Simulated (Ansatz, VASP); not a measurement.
B: VASP beside Ansatz

```xyz
2
Lattice="1.6985 0.0000 0.0000 -0.8493 1.4710 0.0000 0.0000 0.0000 6.6143" Properties=species:S:1:pos:R:3 pbc="T T T"
B     0.0000    0.9806    1.6536
B     0.8493    0.4903    4.9608
```

Alike in both runs: functional PBE; k mesh 21 × 21 × 11; occupations fermi-dirac, width 0.08 eV; no spin polarisation.

Ansatz relaxed the structure, and its values are those at the end. VASP's run is a single point on that final structure, the one shown.

```csv
,VASP,Ansatz
version,VASP 6.6.1,Ansatz 0.2.0
potentials or method,"VASP PAW PBE potentials, release 64 (B), cutoff 520 eV","all-electron LAPW, scalar-relativistic"
```

```tsv
	VASP	Ansatz	Ansatz less VASP
pressure (GPa)	5.9	5.9	+0.03
```

Ansatz ran all-electron here, so the differences hold the error of VASP's frozen core and of both bases.

Caveats: this functional lacks dispersion, which binds the layers, so the pressure and a relaxed spacing across them are unreliable.
